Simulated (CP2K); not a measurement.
Sr under changes of volume

One of the cells (56.319 Å³/atom); the others are scaled copies at fixed shape and fractional positions:

```
CELL_PARAMETERS angstrom
4.30253 0.00000 0.00000
2.15127 3.72610 0.00000
2.15127 1.24203 3.51300
ATOMIC_POSITIONS crystal
Sr 0.00000 0.00000 0.00000
```

- Program: CP2K 2026.2
- Functional: LDA
- Potentials or basis: GTH_POTENTIALS Sr GTH-PADE-q10; DZVP-MOLOPT-PBE-GTH basis
- Density cutoff: 8163 eV
- k mesh: 8 × 8 × 8
- Occupations: fermi-dirac, width 0.01 eV
- Spin: no spin polarisation

```tsv
volume (Å³/atom)	energy over the lowest point (meV/atom)	pressure (GPa)
52.940	0.00	-0.9
54.067	6.94	-1.1
55.193	15.45	-1.3
56.319	?	?
57.446	36.61	-1.7
58.572	49.00	-1.8
59.698	62.19	-1.9
```

Task: What does the run at 56.319 Å³/atom give?

Result: Energy over the lowest point 25.38 meV/atom; pressure -1.5 GPa.

Worked out: A Birch-Murnaghan fit of order 3 (a polynomial in V^(-2/3)) to the other rows has no minimum within the range. It gives 25.42 meV/atom at 56.319 Å³/atom, against the run's 25.38, and -dE/dV = -1.5 GPa, against -1.5.

Energies are extrapolated to zero smearing.

Caveats: the basis of atomic orbitals isn't converged, which shifts pressures, moduli and gaps.
